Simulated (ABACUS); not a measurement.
# Ti (Im-3m) in ABACUS: notebook

One crystal, Ti, is run at these levels: TPSS; tasks: band structure, equation of state.

Everything below comes from runs of ABACUS 3.10.1. Logs are shortened: lines on timing, memory, paths and dates and some standing lists are left out, and cuts for length are marked.

## Step 1: Starting point

Symmetry: Im-3m, No. 229, cubic system. The conventional cell has a = 3.282 Å, b = 3.282 Å, c = 3.282 Å, α = 90.00°, β = 90.00°, γ = 90.00°. Ti (site symmetry m-3m) is surrounded by 8 Ti at 2.84 Å.

This isn't the form of Ti at room conditions, which is hcp.

## Step 2: Band structure, TPSS

The input, INPUT:

```
INPUT_PARAMETERS
suffix              Ti
calculation         nscf
basis_type          pw
pseudo_dir          ./
symmetry            -1
dft_functional      MGGA_X_TPSS+MGGA_C_TPSS
ecutwfc             97.0
pseudo_rcut         7
nspin               1
nbands              16
ks_solver           dav
smearing_method     fd
smearing_sigma      0.00367493
scf_thr             1e-08
scf_nmax            100
mixing_type         broyden
mixing_beta         0.7
mixing_tau          1
init_chg            file
pw_diag_thr         1e-07
out_band            1
kpar                4
```

The input, STRU:

```
ATOMIC_SPECIES
Ti 47.8670 Ti_ONCV_PBE-1.2.upf

LATTICE_CONSTANT
1.8897261246

LATTICE_VECTORS
-1.6410000000 1.6410000000 1.6410000000
1.6410000000 -1.6410000000 1.6410000000
1.6410000000 1.6410000000 -1.6410000000

ATOMIC_POSITIONS
Direct

Ti
0.0
1
0.0000000000 0.0000000000 0.0000000000 1 1 1
```

The input, KPT:

```
K_POINTS
8
Line
0.00000000 0.00000000 0.00000000 10 // G
0.50000000 -0.50000000 0.50000000 10 // H
0.00000000 0.00000000 0.50000000 10 // N
0.00000000 0.00000000 0.00000000 10 // G
0.25000000 0.25000000 0.25000000 10 // P
0.50000000 -0.50000000 0.50000000 1 // H
0.25000000 0.25000000 0.25000000 10 // P
0.00000000 0.00000000 0.50000000 1 // N
```

Potentials or basis: SG15 ONCV 1.2 PBE, plane waves.

Started as:

```
$ OMP_NUM_THREADS=1 mpirun -np 4 abacus > log
```

running log:

```text
ABACUS v3.10.1

               Atomic-orbital Based Ab-initio Computation at UStc

 ------------------------------------------------------------------------------------

 READING GENERAL INFORMATION
                           global_out_dir = OUT.Ti/
                           global_in_card = INPUT
                               pseudo_dir = ./
                              orbital_dir =
                                    DSIZE = 4
                                    GSIZE = 1

 READING UNITCELL INFORMATION
                                    ntype = 1
                  lattice constant (Bohr) = 1.88973
              lattice constant (Angstrom) = 1

 READING ATOM TYPE 1
                               atom label = Ti
                      L=0, number of zeta = 1
                      L=1, number of zeta = 1
                      L=2, number of zeta = 1
             number of atom for this type = 1

                        TOTAL ATOM NUMBER = 1
DIRECT COORDINATES
    atom                   x                   y                   z     mag                  vx                  vy                  vz
taud_Ti1            0.0000000000        0.0000000000        0.0000000000  0.0000        0.0000000000        0.0000000000        0.0000000000

                          Volume (Bohr^3) = 119.284
                             Volume (A^3) = 17.676

 Lattice vectors: (Cartesian coordinate: in unit of a_0)
               -1.641              +1.641              +1.641
               +1.641              -1.641              +1.641
               +1.641              +1.641              -1.641
 Reciprocal vectors: (Cartesian coordinate: in unit of 2 pi/a_0)
                   +0           +0.304692           +0.304692
            +0.304692                  +0           +0.304692
            +0.304692           +0.304692                  +0
 The esolver type has been set to : ksdft_pw

                PAO radial cut off (Bohr) = 7

 Read in pseudopotential file is Ti_ONCV_PBE-1.2.upf
                     pseudopotential type = NC
          exchange-correlation functional = PBE
                 nonlocal core correction = 0
                        valence electrons = 12
                                     lmax = 2
                           number of zeta = 0
                     number of projectors = 6
                           L of projector = 0
                           L of projector = 0
                           L of projector = 1
                           L of projector = 1
                           L of projector = 2
                           L of projector = 2
 XC functional updated to : MGGA_X_TPSS+MGGA_C_TPSS
          exchange-correlation functional = MGGA_X_TPSS+MGGA_C_TPSS
     initial pseudo atomic orbital number = 0

 SETUP THE ELECTRONS NUMBER
            electron number of element Ti = 12
      total electron number of element Ti = 12
            AUTOSET number of electrons:  = 12
                           occupied bands = 6
                                   NBANDS = 16
                                   NLOCAL = 9

%%%%%%%%%%%%%%%%%%%%%%%%%%%%%%%%%%%%%%%%%%%%%%%%%%%%%%%%%%%%%%%%%%%%%%%%%%%%%%%%%%%%%%%%%%%%%%%%%%%%%%%%%%
 Warning: the number of valence electrons in pseudopotential > 4 for Ti: [Ar] 3d2 4s2
 Pseudopotentials with additional electrons can yield (more) accurate outcomes, but may be less efficient.
 If you're confident that your chosen pseudopotential is appropriate, you can safely ignore this warning.
%%%%%%%%%%%%%%%%%%%%%%%%%%%%%%%%%%%%%%%%%%%%%%%%%%%%%%%%%%%%%%%%%%%%%%%%%%%%%%%%%%%%%%%%%%%%%%%%%%%%%%%%%%

 SETUP THE PLANE WAVE BASIS
 energy cutoff for charge/potential (unit:Ry) = 388
            fft grid for charge/potential = [ 36, 36, 36 ]
                        fft grid division = [ 1, 1, 1 ]
        big fft grid for charge/potential = [ 36, 36, 36 ]
                                     nbxx = 46656
                                     nrxx = 46656

 SETUP PLANE WAVES FOR CHARGE/POTENTIAL
                    number of plane waves = 15587
                         number of sticks = 841

 PARALLEL PW FOR CHARGE/POTENTIAL
     PROC   COLUMNS(POT)             PW
        1            841          15587
 --------------- sum -------------------
        1            841          15587
                            number of |g| = 176
                                  max |g| = 35.0925
                                  min |g| = 0

----------- Double Check Mixing Parameters Begin ------------
mixing_type: broyden
mixing_beta: 0.7
mixing_gg0: 1
mixing_gg0_min: 0.1
mixing_ndim: 8
----------- Double Check Mixing Parameters End ------------

 SETUP K-POINTS
                                    nspin = 1
                                   nkstot = 62
K-POINTS DIRECT COORDINATES
 KPOINTS    DIRECT_X    DIRECT_Y    DIRECT_Z  WEIGHT
       1  0.00000000  0.00000000  0.00000000  1.0000
       2  0.05000000 -0.05000000  0.05000000  1.0000
[... 78 lines left out ...]
 k(5/62) Iter steps (avg)=11 threshold=1e-07
 k(6/62) Iter steps (avg)=20 threshold=1e-07
 k(7/62) Iter steps (avg)=22 threshold=1e-07
 k(8/62) Iter steps (avg)=16 threshold=1e-07
 k(9/62) Iter steps (avg)=14 threshold=1e-07
 k(10/62) Iter steps (avg)=11 threshold=1e-07
 k(11/62) Iter steps (avg)=11 threshold=1e-07
 k(12/62) Iter steps (avg)=11 threshold=1e-07
 k(13/62) Iter steps (avg)=11 threshold=1e-07
 k(14/62) Iter steps (avg)=14 threshold=1e-07
 k(15/62) Iter steps (avg)=15 threshold=1e-07
 k(16/62) Iter steps (avg)=15 threshold=1e-07
[... levels at 16 k points of this process ...]

 Density error is 0.00000000000
                          Error Threshold = 1.00000000000e-07
----------------------------------------------------------
     Energy           Rydberg                 eV
----------------------------------------------------------
 E_KohnSham     -115.4038509313      -1570.1499438083
 E_KS(sigma->0) -115.4036414731      -1570.1470939832
 E_Harris       -115.4038509313      -1570.1499438083
 E_band         -12.0530964427       -163.9907901648
 E_one_elec     -40.0299247737       -544.6350674342
 E_Hartree      23.3555102601        317.7680192348
 E_xc           -14.2332482875       -193.6532777594
 E_Ewald        -84.4957692137       -1149.6239181993
 E_entropy(-TS) -0.0004189164        -0.0056996503
 E_descf        0.0000000000         0.0000000000
 E_exx          0.0000000000         0.0000000000
 E_Fermi        0.9615344469         13.0823473008
----------------------------------------------------------

 charge density convergence is achieved
 final etot is -1570.1499438 eV
 EFERMI = 13.082347301 eV

 STATE ENERGY(eV) AND OCCUPATIONS    NSPIN == 1
 1/16 kpoint (Cartesian) = 0.0000 0.0000 0.0000 (1961 pws)
       1       -44.2930      0.0322581
       2       -19.9284      0.0322581
       3       -19.9284      0.0322581
       4       -19.9284      0.0322581
       5        7.07910      0.0322581
       6        14.0301    1.88925e-10
       7        14.0301    1.88925e-10
       8        14.0301    1.88925e-10
       9        15.7900    9.78331e-26
      10        15.7900    9.78331e-26
      11        30.2987        0.00000
      12        30.2987        0.00000
      13        30.2987        0.00000
      14        36.0428        0.00000
      15        36.0428        0.00000
      16        39.4758        0.00000

 2/16 kpoint (Cartesian) = 0.0000 0.030469 0.0000 (1925 pws)
       1       -44.2872      0.0322581
       2       -19.9501      0.0322581
       3       -19.9382      0.0322581
       4       -19.9382      0.0322581
       5        7.24655      0.0322581
       6        14.0132    2.65178e-10
       7        14.0132    2.65178e-10
       8        14.0928    5.39043e-11
       9        15.6416    1.90043e-24
      10        15.8444    3.29116e-26
      11        29.9143        0.00000
      12        30.4418        0.00000
      13        30.4418        0.00000
      14        34.9310        0.00000
      15        36.8722        0.00000
      16        37.8563        0.00000

 3/16 kpoint (Cartesian) = 0.0000 0.060938 0.0000 (1933 pws)
       1       -44.2707      0.0322581
       2       -20.0097      0.0322581
       3       -19.9670      0.0322581
       4       -19.9670      0.0322581
       5        7.73238      0.0322581
       6        13.9823    4.91643e-10
       7        13.9823    4.91643e-10
       8        14.2769    1.35910e-12
       9        15.2213    8.50360e-21
      10        15.9918    1.72905e-27
      11        29.1845        0.00000
      12        30.6885        0.00000
      13        30.6885        0.00000
      14        32.9104        0.00000
      15        36.4770        0.00000
      16        36.4770        0.00000

 4/16 kpoint (Cartesian) = 0.0000 0.091408 0.0000 (1934 pws)
       1       -44.2456      0.0322581
       2       -20.0927      0.0322581
       3       -20.0125      0.0322581
       4       -20.0125      0.0322581
       5        8.48548      0.0322581
       6        13.9869    4.48735e-10
       7        13.9869    4.48735e-10
       8        14.5697    3.88542e-15
       9        14.5963    2.28441e-15
      10        16.1877    3.43395e-29
      11        28.5415        0.00000
      12        30.4478        0.00000
      13        30.4478        0.00000
      14        30.9358        0.00000
      15        36.0346        0.00000
      16        36.0346        0.00000

 5/16 kpoint (Cartesian) = 0.0000 0.12188 0.0000 (1942 pws)
       1       -44.2151      0.0322581
       2       -20.1807      0.0322581
       3       -20.0708      0.0322581
       4       -20.0708      0.0322581
       5        9.41103      0.0322581
       6        13.8572    6.00481e-09
       7        14.0835    6.49735e-11
       8        14.0835    6.49735e-11
       9        14.9502    1.92510e-18
      10        16.3844    6.71636e-31
      11        28.0932        0.00000
      12        29.3414        0.00000
      13        29.3414        0.00000
      14        29.3588        0.00000
      15        36.8482        0.00000
      16        36.8482        0.00000

 6/16 kpoint (Cartesian) = 0.0000 0.15235 0.0000 (1934 pws)
       1       -44.1828      0.0322581
       2       -20.2572      0.0322581
       3       -20.1367      0.0322581
       4       -20.1367      0.0322581
       5        10.3456      0.0322581
       6        13.0952      0.0140717
       7        14.3180    5.96464e-13
       8        14.3180    5.96463e-13
       9        15.3881    3.02920e-22
      10        16.6048    8.17736e-33
      11        27.7587        0.00000
      12        27.7587        0.00000
      13        27.8221        0.00000
      14        28.3563        0.00000
      15        38.4626        0.00000
      16        38.4626        0.00000

[... levels at 10 further k points ...]

 --------------------------------------------
 !FINAL_ETOT_IS -1570.149943808330 eV
 --------------------------------------------

 Output bands in file: OUT.Ti/BANDS_1.dat
```

Run time: 14 s. Hardware: 4 MPI ranks of Intel Xeon Platinum 8223CL at 3.00GHz (Skylake/Cascade Lake), shared host; peak memory 0.36 GiB.

Levels at the corners of the path, in eV from the Fermi level:
| point | band 2 | band 3 | band 4 | band 5 | band 6 | band 7 | band 8 | band 9 | band 10 | band 11 |
| --- | --- | --- | --- | --- | --- | --- | --- | --- | --- | --- |
| Γ | -32.96 | -32.96 | -32.96 | -5.96 | 0.99 | 0.99 | 0.99 | 2.75 | 2.75 | 17.26 |
| H | -33.39 | -33.39 | -33.39 | -2.07 | -2.07 | 3.90 | 3.90 | 3.90 | 8.17 | 8.17 |
| N | -33.59 | -33.16 | -32.97 | -2.44 | -0.38 | 0.99 | 2.74 | 3.09 | 4.25 | 8.65 |
| Γ | -32.96 | -32.96 | -32.96 | -5.96 | 0.99 | 0.99 | 0.99 | 2.75 | 2.75 | 17.26 |
| P | -33.27 | -33.27 | -33.27 | -0.64 | -0.64 | -0.64 | 3.15 | 3.15 | 8.92 | 8.92 |
| H | -33.39 | -33.39 | -33.39 | -2.07 | -2.07 | 3.90 | 3.90 | 3.90 | 8.17 | 8.17 |
| P | -33.27 | -33.27 | -33.27 | -0.64 | -0.64 | -0.64 | 3.15 | 3.15 | 8.92 | 8.92 |
| N | -33.59 | -33.16 | -32.97 | -2.44 | -0.38 | 0.99 | 2.74 | 3.09 | 4.25 | 8.65 |

Caveat: the density is read from an earlier self-consistent run, whose mesh may be coarse; the potentials were made for another functional, which shifts forces and pressure.

## Step 3: Equation of state, TPSS, 16.62 Å³/atom (volume scaled by 0.94)

The input, INPUT:

```
INPUT_PARAMETERS
suffix              Ti
calculation         scf
basis_type          pw
pseudo_dir          ./
symmetry            1
dft_functional      MGGA_X_TPSS+MGGA_C_TPSS
ecutwfc             97
pseudo_rcut         7
nspin               1
nbands              10
ks_solver           dav
smearing_method     fd
smearing_sigma      0.00367493
scf_thr             1e-08
scf_nmax            100
mixing_type         broyden
mixing_beta         0.7
cal_force           1
cal_stress          1
mixing_tau          1
kpar                4
```

The input, STRU:

```
ATOMIC_SPECIES
Ti 47.8670 Ti_ONCV_PBE-1.2.upf

LATTICE_CONSTANT
1.8897261246

LATTICE_VECTORS
-1.6075008044 1.6075008044 1.6075008044
1.6075008044 -1.6075008044 1.6075008044
1.6075008044 1.6075008044 -1.6075008044

ATOMIC_POSITIONS
Direct

Ti
0.0
1
0.0000000000 0.0000000000 0.0000000000 1 1 1
```

The input, KPT:

```
K_POINTS
0
Gamma
7 7 7 0 0 0
```

Potentials or basis: SG15 ONCV 1.2 PBE, plane waves.

Started as:

```
$ OMP_NUM_THREADS=1 mpirun -np 4 abacus > log
```

Run time: 10 s. Hardware: 4 MPI ranks of Intel Xeon Platinum 8223CL at 3.00GHz (Skylake/Cascade Lake), shared host; peak memory 0.36 GiB.

Results (log left out):

| Property | Result |
| --- | --- |
| Free energy | -1569.2435 eV |
| Pressure | 3.8 GPa |
| Band gap on the k mesh | none (metal or under the smearing width) |

Caveat: the k mesh is coarse (spacing up to 0.39 Å⁻¹), so the values aren't converged; the potentials were made for another functional, which shifts forces and pressure.

## Step 4: Equation of state, TPSS, 17.32 Å³/atom (volume scaled by 0.98)

INPUT is that of step 3.

The input, STRU:

```
ATOMIC_SPECIES
Ti 47.8670 Ti_ONCV_PBE-1.2.upf

LATTICE_CONSTANT
1.8897261246

LATTICE_VECTORS
-1.6299862453 1.6299862453 1.6299862453
1.6299862453 -1.6299862453 1.6299862453
1.6299862453 1.6299862453 -1.6299862453

ATOMIC_POSITIONS
Direct

Ti
0.0
1
0.0000000000 0.0000000000 0.0000000000 1 1 1
```

KPT is that of step 3.

Started as:

```
$ OMP_NUM_THREADS=1 mpirun -np 4 abacus > log
```

Run time: 10 s. Hardware: 4 MPI ranks of Intel Xeon Platinum 8223CL at 3.00GHz (Skylake/Cascade Lake), shared host; peak memory 0.36 GiB.

Results (log left out):

```yaml
Free_energy: -1569.2486 eV
Pressure: -1.4 GPa
Band_gap_on_the_k_mesh: none (metal or under the smearing width)
```

Caveat: the k mesh is coarse (spacing up to 0.39 Å⁻¹), so the values aren't converged; the potentials were made for another functional, which shifts forces and pressure.

## Step 5: Equation of state, TPSS, 18.03 Å³/atom (volume scaled by 1.02)

INPUT is that of step 4.

The input, STRU:

```
ATOMIC_SPECIES
Ti 47.8670 Ti_ONCV_PBE-1.2.upf

LATTICE_CONSTANT
1.8897261246

LATTICE_VECTORS
-1.6518678664 1.6518678664 1.6518678664
1.6518678664 -1.6518678664 1.6518678664
1.6518678664 1.6518678664 -1.6518678664

ATOMIC_POSITIONS
Direct

Ti
0.0
1
0.0000000000 0.0000000000 0.0000000000 1 1 1
```

KPT is that of step 4.

Started as:

```
$ OMP_NUM_THREADS=1 mpirun -np 4 abacus > log
```

Run time: 10 s. Hardware: 4 MPI ranks of Intel Xeon Platinum 8223CL at 3.00GHz (Skylake/Cascade Lake), shared host; peak memory 0.36 GiB.

The run converged. Its results:

```
Free energy            : -1569.2330 eV
Pressure               : -5.7 GPa
Band gap on the k mesh : none (metal or under the smearing width)
```

Caveat: the k mesh is coarse (spacing up to 0.38 Å⁻¹), so the values aren't converged; the potentials were made for another functional, which shifts forces and pressure.

## Step 6: Equation of state, TPSS, 18.74 Å³/atom (volume scaled by 1.06)

INPUT is that of step 5.

The input, STRU:

```
ATOMIC_SPECIES
Ti 47.8670 Ti_ONCV_PBE-1.2.upf

LATTICE_CONSTANT
1.8897261246

LATTICE_VECTORS
-1.6731846416 1.6731846416 1.6731846416
1.6731846416 -1.6731846416 1.6731846416
1.6731846416 1.6731846416 -1.6731846416

ATOMIC_POSITIONS
Direct

Ti
0.0
1
0.0000000000 0.0000000000 0.0000000000 1 1 1
```

KPT is that of step 5.

Potentials or basis: SG15 ONCV 1.2 PBE, plane waves.

Started as:

```
$ OMP_NUM_THREADS=1 mpirun -np 4 abacus > log
```

It took 10 s on 4 MPI ranks of Intel Xeon Platinum 8223CL at 3.00GHz (Skylake/Cascade Lake), shared host; peak memory 0.36 GiB.

Results (log left out):

```yaml
Free_energy: -1569.2003 eV
Pressure: -9.2 GPa
Band_gap_on_the_k_mesh: none (metal or under the smearing width)
```

Caveat: the k mesh is coarse (spacing up to 0.38 Å⁻¹), so the values aren't converged; the potentials were made for another functional, which shifts forces and pressure.

## Step 7: Equation of state, TPSS

This step only gathers the single runs of the series.

What came out:

- Equilibrium volume: 17.13 Å³/atom
- Bulk modulus: 120 GPa
- Pressure derivative of the bulk modulus: 3.7 (rough: it moves with the points fitted)

Energy against volume, from the lowest point:
```
volume (Å³/atom)  energy (meV/atom)
          16.616               5.12
          17.323               0.00
          18.030              15.63
          18.737              48.39
```

Caveat: the k mesh is coarse (spacing up to 0.39 Å⁻¹), so the values aren't converged; the potentials were made for another functional, which shifts forces and pressure.
